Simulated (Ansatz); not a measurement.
**MoS2 and the effect of the dispersion correction**

The cell as given:

```xyz
6
Lattice="3.1690 0.0000 0.0000 -1.5845 2.7444 0.0000 0.0000 0.0000 12.3240" Properties=species:S:1:pos:R:3 pbc="T T T"
Mo    1.5845    0.9148    9.2430
Mo    0.0000    1.8296    3.0810
S     1.5845    0.9148    4.6461
S     0.0000    1.8296   10.8081
S     1.5845    0.9148    1.5159
S     0.0000    1.8296    7.6779
```

Kept alike: task relaxation of cell and atoms; functional PBEsol; k mesh 10 × 10 × 3; occupations fermi-dirac, width 0.05 eV; no spin polarisation. Program: Ansatz, Ansatz PAW, cutoff 420 eV. The mesh is that of the run's cell of 6 atoms. No spin-orbit coupling.

| dispersion correction | volume (Å³/atom) | first edge of the run's cell (Å) | third edge of the run's cell (Å) |
| --- | --- | --- | --- |
| D3(BJ) | 16.334 | 3.109 | 11.708 |
| D3(BJ)-ATM | 16.514 | 3.115 | 11.793 |
| D4 | 16.784 | 3.123 | 11.926 |
| none | 17.915 | 3.141 | 12.577 |

The relaxations keep at least the cell's symmetry (P6_3/mmc). Relaxations stop with a little pressure left, so the last digits of a volume or edge aren't settled. All rows use potentials made for PBE.

Q: What does the dispersion correction change here?

A: The volume runs from 16.334 (D3(BJ)) to 17.915 Å³/atom (none). Against no correction: D3(BJ) -8.8 %; D3(BJ)-ATM -7.8 %; D4 -6.3 %. Dispersion terms mostly attract and so lower the volume; the schemes' coefficients and damping set how far. The first edge of the run's cell runs from 3.109 (D3(BJ)) to 3.141 Å (none). The third edge of the run's cell runs from 11.708 (D3(BJ)) to 12.577 Å (none).
